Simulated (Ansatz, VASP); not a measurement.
# Cross-check of Sb between VASP and Ansatz, part 2 of 2

Aim: how closely do two programs agree when they are given the same cell, functional and k mesh? The cell is taken from a series of runs on this material, whose earlier steps may have relaxed, scaled, displaced or heated it; both programs get it as it stands.

VASP 6.6.1 and Ansatz 0.2.0.

So far: VASP: single point, PBE, pair 1; Ansatz: single point, PBE, pair 1; Side by side; VASP: single point, PBE, pair 2; Ansatz: single point, PBE, pair 2; Differences.

### Step 8. VASP: single point, PBE, pair 3

Level of this step: PBE; plane waves and PAW (Sb) (VASP).

A single point gives forces, pressure and levels at one fixed geometry, so differences don't come from the geometry; what else differs is listed under the comparison.

The input, INCAR:

```
SYSTEM = Sb
PREC = Accurate
ENCUT = 400
EDIFF = 1E-06
NELM = 120
ISMEAR = -1
SIGMA = 0.02
LREAL = .FALSE.
ALGO = Normal
GGA = PE
NBANDS = 11
LORBIT = 11
LWAVE = .FALSE.
LCHARG = .FALSE.
ISIF = 2
LDIPOL = .TRUE.
IDIPOL = 3
DIPOL = 0.5 0.5 0.5
LVHAR = .TRUE.
LASPH = .TRUE.
GGA_COMPAT = .FALSE.
EFERMI = MIDGAP
NELMDL = -8
KPAR = 2
```

The input, POSCAR:

```
Sb
1.0
    4.2935219637      0.0000000000      0.0000000000
   -2.1467609819      3.7182990922      0.0000000000
    0.0000000000      0.0000000000     26.5000000000
Sb
2
Direct
    0.3333333333      0.6666666667      0.4703239099
    0.6666666666      0.3333333334      0.5296760901
```

The input, KPOINTS:

```
Automatic mesh
0
Gamma
6 6 1
0 0 0
```

Potentials, in the order of the species: Sb (PBE family, release 64).

On the command line:

```sh
$ mpirun -np 2 vasp_std
```

Numbers of over 12 decimals in the logs are rounded to 6 here.

What it wrote:

```text
[... set-up lines as in an earlier step ...]
 entering main loop
       N       E                     dE             d eps       ncg     rms          rms(c)
DAV:   1     0.534311467067E+02    0.53431E+02   -0.21687E+03   154   0.450E+02
DAV:   2    -0.247517183347E+01   -0.55906E+02   -0.51243E+02   237   0.776E+01
DAV:   4    -0.807137910618E+01   -0.57379E-01   -0.57369E-01   184   0.427E+00
DAV:   5    -0.807333996260E+01   -0.19609E-02   -0.19608E-02   186   0.987E-01
[...]
DAV:  20    -0.803495113713E+01   -0.47093E-05   -0.94273E-08   188   0.838E-04    0.199E-04
DAV:  21    -0.803495309929E+01   -0.19622E-05   -0.35288E-08   131   0.483E-04    0.125E-04
DAV:  22    -0.803495399817E+01   -0.89888E-06   -0.21510E-08   129   0.325E-04
   1 F= -.80349540E+01 E0= -.80349540E+01  d E =-.705028E-13
```

Parts of OUTCAR (step 8):

```text
  Total       -1.2653974     -1.2653974      0.1157450      0.0000000      0.0000000      0.0000000
  in kB       -4.7921857     -4.7921857      0.4383380      0.0000000      0.0000000      0.0000000
  external PRESSURE =      -3.0486778 kB  Pullay stress =       0.0000000 kB

 POSITION                                       TOTAL-FORCE (eV/Angst)
 -----------------------------------------------------------------------------------
     -0.00000      2.47887     12.46358         0.000000     -0.000000     -0.076461
      2.14676      1.23943     14.03642        -0.000000      0.000000      0.076461
 -----------------------------------------------------------------------------------
    total drift:                                0.000000     -0.000000     -0.000000

  FREE ENERGIE OF THE ION-ELECTRON SYSTEM (eV)
  ---------------------------------------------------
  free  energy   TOTEN  =        -8.0349539982 eV

  energy  without entropy=       -8.0349539982  energy(sigma->0) =       -8.03495400

[... 1 part as in an earlier step ...]

[... 2 further parts left out ...]
[key lines of the parts left out:]
E-fermi :  -2.9076
```

### Step 9. Ansatz: single point, PBE, pair 3

The same cell, functional, mesh and smearing now go to Ansatz, which takes its cutoff from its data sets.

The cell is taken from a series of runs on this material, whose earlier steps may have relaxed, scaled, displaced or heated it; both programs get it as it stands.

The input, input.yaml:

```yaml
crystal:
  lattice:
    - [4.2935219637, 0.0, 0.0]
    - [-2.1467609819, 3.7182990922, 0.0]
    - [0.0, 0.0, 26.5]
  atoms:
    - { symbol: Sb, position: [0.3333333333, 0.6666666667, 0.4703239099] }
    - { symbol: Sb, position: [0.6666666667, 0.3333333333, 0.5296760901] }
  periodic: [true, true, false]
kpoints:
  mp_grid: { grid: [6, 6, 1] }
  band_path:
    path:
      - [0.0, 0.0, 0.0]
      - [0.5, 0.0, 0.0]
      - [0.3333333333, 0.3333333333, 0.0]
      - [0.3, 0.0, 0.0]
    npoints: 1
hamiltonian:
  xc: pbe
  pseudopotentials: { kind: paw, azcp: { folder: soft_1 } }
scf:
  occupations: { method: fermi_dirac, width: 0.02 }
  n_extra_bands: 4
output:
  eigenvalues: true
```

On the command line:

```sh
$ ansatz run input.yaml --threads 4 --pin off --max-ram 17510MiB --backend cpu --events-out ev --progress --plain --runs-dir out
```

What it wrote:

```text
[...]
Crystal: 2 atoms, lattice volume = 423.062 Å³
Basis set: ecut = 420 eV, 8243 PW (Γ)
Bands: 19, of which v1, the nominal top of the filled ones, is band 15 counted from 1 (14 counted from 0)
Symmetry: 12 space group operations
[...]
k-points: 7 of 36
[...]
Fermi energy:    -4.501740 eV
[...]
--- Band table (eV; the first three rows and the last of 7) ---
  k-point 0: bands = [... 11 lower, -11.0277, -5.2509, -5.2509, -5.1490, -3.9017, -2.4210, -2.4210, -0.4891]
  k-point 1: bands = [... 11 lower, -11.1498, -6.7248, -5.7069, -5.1396, -3.3411, -2.0944, -1.9502, -0.2012]
  k-point 2: bands = [... 11 lower, -11.8385, -7.6215, -6.3336, -5.5950, -3.6015, -1.8530, -1.5319, 0.5317]
  k-point 6: bands = [... 11 lower, -13.3247, -8.1836, -6.5191, -6.5191, -3.0913, -1.3549, -1.3549, 1.6662]
[key lines of the parts left out:]
SCF converged after 7 iterations
Free energy (F): -12968.924843 eV
```

### Step 10. Comparison

What differs besides the data sets and the points named for the pairs above, as far as they apply: the data sets hold 30 valence electrons in Ansatz (on its PAW soft_1 files) and 10 in VASP. Total energies have different zeros and are not compared.

Both answers:

| quantity | Ansatz | VASP | difference |
| --- | --- | --- | --- |
| gap on the k mesh (eV) | 1.238 | 1.156 | +0.082 |

A gap on the mesh is an upper bound, since the band edges may lie between its points. With vacuum in the cell, a pressure given here is an average over mostly empty space and none of the material.

### Step 11. Further runs

Further runs change the set-up of one program: Ansatz's method, potentials or start, or VASP's data sets, cutoff or form of LDA. The table gives that difference for each run.

| run | gap on the k mesh (eV) |
| --- | --- |
| as above | 0.082 |
| VASP with the data sets Sb_d_GW | 0.0023 |

### Step 12. Outcome

```
difference in gap on the k mesh (single point, PBE, pair 1) : -0.0067 eV
difference in gap on the k mesh (single point, PBE, pair 2) : -0.0056 eV
difference in gap on the k mesh (single point, PBE, pair 3) : 0.082 eV
```

The difference in gap on the k mesh is 0.082 eV (single point, PBE, pair 3), at about the 0.08 eV picked in this series as the mark of a large difference. The data sets hold unlike numbers of valence electrons (30 in Ansatz and 10 in VASP), so part of the differences comes from the potentials. Single point, PBE, pair 3, VASP with the data sets Sb_d_GW: the difference in gap on the k mesh goes from 0.082 to 0.0023 eV. 5 further runs of this series are not shown here. How closely two codes agree says nothing of how well the functional describes the real material.

[Lines on the potential files, build, host, timing and source positions are cut from VASP's logs without a mark.]

[Logs are printed without paths, hosts, clocks, repeated set-up lines and the standing remarks that a program may print on its own settings, such as how far it seeks lower states.]

[Hosts, paths, dates, database ids (printed as entryN), source tags and the programs' standing remarks are cut or masked in the printed files.]
